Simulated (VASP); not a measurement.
## A VASP 6.6.1 single-point calculation on RbCl

INCAR

```
EDIFF = 1E-7
LCHARG = .FALSE.
NSW = 0
LASPH = .TRUE.
GGA = PE
SIGMA = 0.02
LREAL = .FALSE.
NELM = 76
IBRION = -1
NBANDS = 15
LWAVE = .FALSE.
ISIF = 2
ENCUT = 600
PREC = Accurate
ISMEAR = -1
```

KPOINTS

```
KPOINTS created by Atomic Simulation Environment
0
Gamma
6 6 6
0 0 0
```

POSCAR

```
Rb Cl
 1.0000000000000000
    -0.0000000000000000    3.3058128185602906    3.3058128185602906
     3.3058128185602906   -0.0000000000000000    3.3058128185602906
     3.3058128185602906    3.3058128185602906   -0.0000000000000000
 Rb  Cl
   1   1
Cartesian
  0.0000000000000000  0.0000000000000000 -0.0000000000000000
  3.3058128185602906  3.3058128185602906  3.3058128185602906
```

The recommended PBE PAW datasets give the neutral cell 16 valence electrons.

Command

```
mpirun -np 1 vasp_std
```

**Question.** How does this run end, and what does it give?

**Answer.** It converged. Results: gap between bands v and c on the k mesh 4.95 eV; least direct gap on the k mesh 4.95 eV; pressure 0.6 GPa. Band v is the last that the valence electrons fill when counted band by band, and c is the next.

OSZICAR

```
N       E                     dE             d eps       ncg     rms          rms(c)
DAV:   1     0.925477545069E+02    0.92548E+02   -0.75795E+03   480   0.105E+03
DAV:   2    -0.387411055254E+00   -0.92935E+02   -0.85006E+02   721   0.182E+02
DAV:   3    -0.686669769154E+01   -0.64793E+01   -0.64361E+01   627   0.488E+01
DAV:   4    -0.703609680264E+01   -0.16940E+00   -0.16935E+00   726   0.762E+00
DAV:   5    -0.703699227411E+01   -0.89547E-03   -0.89547E-03   648   0.581E-01    0.312E+00
DAV:   6    -0.667689601376E+01    0.36010E+00   -0.49902E-01   585   0.345E+00    0.238E+00
DAV:   7    -0.665416934175E+01    0.22727E-01   -0.12012E-01   655   0.184E+00    0.142E+00
DAV:   8    -0.666837750007E+01   -0.14208E-01   -0.17442E-02   572   0.823E-01    0.173E-01
DAV:   9    -0.666950441677E+01   -0.11269E-02   -0.14450E-03   620   0.206E-01    0.101E-01
DAV:  10    -0.667010684446E+01   -0.60243E-03   -0.52436E-04   508   0.145E-01    0.147E-02
DAV:  11    -0.667012436830E+01   -0.17524E-04   -0.25558E-05   613   0.335E-02    0.114E-02
DAV:  12    -0.667013048096E+01   -0.61127E-05   -0.13129E-05   508   0.217E-02    0.382E-03
DAV:  13    -0.667013047832E+01    0.26437E-08   -0.25452E-07   677   0.339E-03
   1 F= -.66701305E+01 E0= -.66701305E+01  d E =-.145537E-11
```

For comparison, a separate PBE run of the intended cell, on usual settings and not on those above, gives a gap of 4.95 eV on its mesh and a pressure of 0.6 GPa.
